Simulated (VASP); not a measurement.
Set up this calculation in VASP 6.6.1, as the native input.

- Task: relaxation of cell and atoms
- Functional: SCAN
- Potentials or basis: VASP PAW PBE potentials, release 64 (Ti_sv, Si)
- Cutoff: 600 eV
- k mesh: 5 × 5 × 5
- Occupations: fermi-dirac, width 0.05 eV
- Spin: no spin polarisation
- Further INCAR settings: ALGO = Normal; EDIFF = 1e-06; IBRION = 2; EDIFFG = -0.01; NSW = 60; ISIF = 3

The structure of TiSi2 lies in POSCAR:

```
TiSi2
1.0
    0.0000000000      4.1175163063      4.2628978354
    2.3895119538      0.0000000000      4.2628978354
    2.3895119538      4.1175163063      0.0000000000
Ti Si
2 4
Direct
    0.7500000000      0.7500000000      0.7500000000
    0.5000000000      0.5000000000      0.5000000000
    0.4125656100      0.0874343900      0.4125656100
    0.0874343900      0.4125656100      0.0874343900
    0.1625656100      0.8374343900      0.1625656100
    0.8374343900      0.1625656100      0.8374343900
```

The cell is a database's computed one.

One way to write it, as run:

INCAR

```
SYSTEM = TiSi2
ALGO     = Normal         ! electronic algorithm
EDIFF    = 1E-6           ! SCF threshold, eV
EDIFFG   = -0.01          ! ionic threshold
ENCUT    = 600            ! plane-wave cutoff, eV
IBRION   = 2              ! ionic algorithm
ISIF     = 3              ! what is computed and relaxed
ISMEAR   = -1             ! smearing method
LASPH    = .True.         ! aspherical terms in the spheres
LCHARG   = .False.        ! write CHGCAR
LMIXTAU  = .True.       
LREAL    = .False.        ! projectors in reciprocal space
LWAVE    = .False.        ! write WAVECAR
METAGGA  = SCAN           ! meta-GGA
NELM     = 80             ! most SCF steps
NSW      = 60             ! ionic steps
PREC     = Accurate       ! precision mode
SIGMA    = 0.05           ! smearing width, eV
```

KPOINTS

```
k-points
0
Gamma
  5 5 5
  0 0 0
```

Potentials or basis: VASP PAW PBE potentials, release 64 (Ti_sv, Si).

Run with:

```sh
$ cat potpaw_PBE.64/Ti_sv/POTCAR potpaw_PBE.64/Si/POTCAR > POTCAR
$ mpirun -np 1 vasp_std > vasp.out
```

It gave:

```yaml
Relaxed_volume: 14.00 Å³/atom
Relaxed_cell: a = 5.931 Å, b = 4.889 Å, c = 4.763 Å, α = 75.82°, β = 53.05°, γ = 51.13°
Space_group_after_relaxing_to_0.05_Å: Fddd (No. 70)
Energy_gained_by_relaxing: 0.0 meV/atom
Ionic_steps: 4
Pressure_after_relaxing: 0.0 GPa
Largest_force_after_relaxing: 0.010 eV/Å
Band_gap_on_the_k_mesh: none (metal or under the smearing width)
```

Caveat: the PAW data sets were made with another functional, which shifts forces and pressure a little.

It took 12 min on 1 thread of Intel(R) Xeon(R) 6975P-C (Granite Rapids), on a shared host, peak memory 0.32 GiB.
